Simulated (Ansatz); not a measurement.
**Band structure of Cl**

```xyz
1
Lattice="2.8605 0.0000 0.0000 0.0000 2.8605 0.0000 0.0000 0.0000 2.8605" Properties=species:S:1:pos:R:3 pbc="T T T"
Cl    0.0000    0.0000    0.0000
```

Conventional cell: a = 2.860 Å, b = 2.860 Å, c = 2.860 Å, α = 90.00°, β = 90.00°, γ = 90.00°. Cl (atom 1) is surrounded by 6 Cl at 2.86 Å.

The structure comes from a relaxation in the same program, started in the sc type, and has space group Pm-3m. Whether it is a known phase or the ground state wasn't checked.

Computed with DFT, PBE, all-electron LAPW, scalar-relativistic in Ansatz 0.2.0.

Sampling and basis: a Γ-centred 18×18×18 k mesh, Fermi–Dirac smearing of 0.05 eV, basis error target 0.5 meV/atom, no spin polarisation.

Points in fractions of the reciprocal vectors of this cell: Γ (0, 0, 0), X (0, 0.5, 0), M (0.5, 0.5, 0), R (0.5, 0.5, 0.5). The path joins them by straight lines in the order Γ–X–M–Γ–R–X–R–M; legs that retrace an earlier one aren't tabulated. Energies are in eV from the Fermi level.

(1) List the levels at Γ between -14 and 8 eV.

(2) List the levels at X between -14 and 8 eV.

(3) List the levels at R between -14 and 8 eV.

(4) What is the band gap?

Results:

(1) -0.13 (×3).

(2) -5.00, 0.47 (×2).

(3) -12.66, -2.95 (×3).

(4) none: with an odd electron count and no spin polarisation the bands can't all be full, a metal in this set-up (spin order or a larger cell could open a gap).
